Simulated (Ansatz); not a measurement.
**AlNi3 under changes of volume**

One of the cells (10.932 Å³/atom); the others are scaled copies at fixed shape and fractional positions:

```
CELL_PARAMETERS angstrom
3.52305 0.00000 0.00000
0.00000 3.52305 0.00000
0.00000 0.00000 3.52305
ATOMIC_POSITIONS crystal
Ni 0.50000 0.50000 0.00000
Ni 0.50000 0.00000 0.50000
Ni 0.00000 0.50000 0.50000
Al 0.00000 0.00000 0.00000
```

The cell is a database's computed one.

* Program: Ansatz 0.2.0
* Functional: PBE
* Potentials or basis: Ansatz PAW
* Cutoff: 420 eV (not typed: the program's choice for these potentials)
* k mesh: 8 × 8 × 8
* Occupations: fermi-dirac, width 0.05 eV
* Spin: collinear spin, ferromagnetic start
* Starting moments: [1.0, 1.0, 1.0, 0.0] μB

| volume (Å³/atom) | energy over the lowest point (meV/atom) | pressure (GPa) | moment (μB per cell) |
| --- | --- | --- | --- |
| 10.276 | 68.64 | 22.5 | 0.64 |
| 10.495 | 41.77 | 16.9 | 0.66 |
| 10.713 | 22.19 | 11.9 | 0.68 |
| 10.932 | 9.12 | 7.3 | 0.70 |
| 11.151 | ? | ? | ? |
| 11.369 | 0.00 | -0.4 | 0.73 |
| 11.588 | 2.81 | -3.6 | 0.74 |

Task: What does the run at 11.151 Å³/atom give?

Result: Energy over the lowest point 1.93 meV/atom; pressure 3.3 GPa; moment 0.72 μB per cell.

Worked out: A Birch-Murnaghan fit of order 3 (a polynomial in V^(-2/3)) to the other rows has its minimum at 11.34 Å³/atom with B0 = V·E''(V) = 182 GPa and B' = 4.5. It gives 1.91 meV/atom at 11.151 Å³/atom, against the run's 1.93, and -dE/dV = 3.3 GPa, against 3.3. A straight line through the other rows of the moment, of slope 0.077 μB per Å³/atom, gives 0.71 μB, against the run's 0.72.

Energies are extrapolated to zero smearing.
